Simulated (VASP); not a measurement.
Input of a VASP 6.6.1 run:

File INCAR:

```
SYSTEM = Au
PREC     = Accurate       ! precision mode
ENCUT    = 520            ! plane-wave cutoff, eV
EDIFF    = 1E-7           ! SCF threshold, eV
ISMEAR   = 0              ! smearing method
SIGMA    = 0.05           ! smearing width, eV
LREAL    = .False.        ! projectors in reciprocal space
LASPH    = .True.         ! aspherical terms in the spheres
NELM     = 100            ! most SCF steps
ALGO     = Normal         ! electronic algorithm
ISIF     = 2              ! what is computed and relaxed
LWAVE    = .False.        ! write WAVECAR
LCHARG   = .False.        ! write CHGCAR
LDIPOL   = .True.       
IDIPOL   = 3            
DIPOL    = 0.5 0.5 0.294
GGA      = PE             ! functional
IVDW     = 13             ! dispersion correction
IBRION   = 2              ! ionic algorithm
NSW      = 60             ! ionic steps
EDIFFG   = -0.02          ! ionic threshold
```

File KPOINTS:

```
regular mesh
0
Gamma
  10 10 1
  0 0 0
```

File POSCAR:

```
Au
1.0
    2.6622700000      0.0000000000      0.0000000000
    0.0000000000      2.6617000000      0.0000000000
    0.0000000000      0.0000000000     23.8000000000
Au
1
Selective dynamics
Direct
    0.0000000000      0.5000000000      0.2941200000  F F F
```

Potentials or basis: VASP PAW PBE potentials, release 64 (Au).

Command:

```bash
$ cat potpaw_PBE.64/Au/POTCAR > POTCAR
$ mpirun -np 1 vasp_std > vasp.out
```

(1) Estimate the band gap on the k mesh.

(2) Predict the dispersion energy per atom.

Answers

(1) none (metal or under the smearing width).

(2) -0.232 eV.

Caveat: the relaxation stopped at its first step, so nothing moved.
